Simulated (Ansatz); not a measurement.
**Pb under changes of volume**

One of the cells (31.034 Å³/atom); the others are scaled copies at fixed shape and fractional positions:

```
Pb
1.0
    -1.97966    1.97966    1.97966
     1.97966   -1.97966    1.97966
     1.97966    1.97966   -1.97966
Pb
1
Direct
  0.00000 0.00000 0.00000
```

This isn't the form of Pb at room conditions, which is fcc.

- Program: Ansatz 0.2.0
- Functional: PBE
- Potentials or basis: all-electron LAPW, scalar-relativistic
- Cutoff: 176 eV (chosen from the basis error)
- Basis error allowed: 0.0005 eV/atom
- k mesh: 9 × 9 × 9
- Occupations: fermi-dirac, width 0.05 eV
- Spin: no spin polarisation

| volume (Å³/atom) | energy over the lowest point (meV/atom) | pressure (GPa) |
| --- | --- | --- |
| 29.172 | ? | ? |
| 29.792 | 13.83 | 2.8 |
| 30.413 | 5.45 | 1.7 |
| 31.034 | 1.02 | 0.8 |
| 31.654 | 0.00 | 0.0 |
| 32.275 | 1.97 | -0.7 |
| 32.896 | 6.47 | -1.3 |

Q: What does the run at 29.172 Å³/atom give?

A: Energy over the lowest point 26.66 meV/atom; pressure 3.9 GPa.

Worked out: A Birch-Murnaghan fit of order 3 (a polynomial in V^(-2/3)) to the other rows has its minimum at 31.54 Å³/atom with B0 = V·E''(V) = 40 GPa and B' = 6.4. It gives 26.74 meV/atom at 29.172 Å³/atom, against the run's 26.66, and -dE/dV = 4.0 GPa, against 3.9.

Energies are extrapolated to zero smearing.
